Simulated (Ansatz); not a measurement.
**Swapping F for Br on C: the mean harmonic wavenumber of the C–H stretches**

Gas-phase molecules. On one C centre that keeps H, n of the F ligands are replaced by Br. The mean harmonic wavenumber of the C–H stretches y in cm⁻¹ at PBE0-D4/def2-TZVP. The shapes are optimised at that level. Programs: Ansatz 0.2.0.

| molecule | n | y (cm⁻¹) |
| --- | --- | --- |
| CHF3 | 0 | 3131 |
| CHBrF2 | 1 | ? |
| CHBr2F | 2 | 3167 |
| CHBr3 | 3 | 3200 |

Question: Fit y = c + s·n to the known rows and predict CHBrF2.

Answer: 
1. Means of the 3 rows: n = 1.66667, y = 3166.0.
2. Σ(Δn)² = 4.6667, Σ(Δn·Δy) = 104, so the slope is 104/4.6667 = 22.286.
3. Intercept: 3166.0 − (22.286) × 1.66667 = 3128.9. The largest residual of the fit is 6.4.
4. CHBrF2: 3128.9 + (22.286) × 1 = 3151 cm⁻¹.

The run gave 3141 cm⁻¹, so the prediction is off by +10 cm⁻¹, more than the largest residual. The step per swap changes from +10 to +33 cm⁻¹ along the series, so a line misses the bend. The wavenumbers are unscaled and lie a few per cent above observed bands. Relativity is left out for Br.

The C–H stretch stiffens with every F replaced by Br, and the gain grows along the series. Halogen mass can hardly be the reason, since this mode is almost entirely hydrogen moving against carbon. Nor does hybridisation explain it: by Bent's rule, fluorine draws carbon p character and leaves more s character in C–H, which alone would put the highest wavenumber at CHF3. The opposite order suggests that lone-pair donation from fluorine into the C–H antibonding orbital outweighs this effect. Bromine, with its diffuse 4p lone pairs and longer bond to carbon, overlaps less well and donates less. The small first step and large last one would fit a donation that saturates as fluorines accumulate, so that removing the final one matters most.

Such non-additivity makes a straight line in the substituent count an inadequate form, although the count itself still specifies each molecule in this series, and the upward curvature explains why the line overshoots CHBrF2. With three points and two fitted parameters, only one degree of freedom remains, so the largest residual was never a dependable estimate of the prediction error.
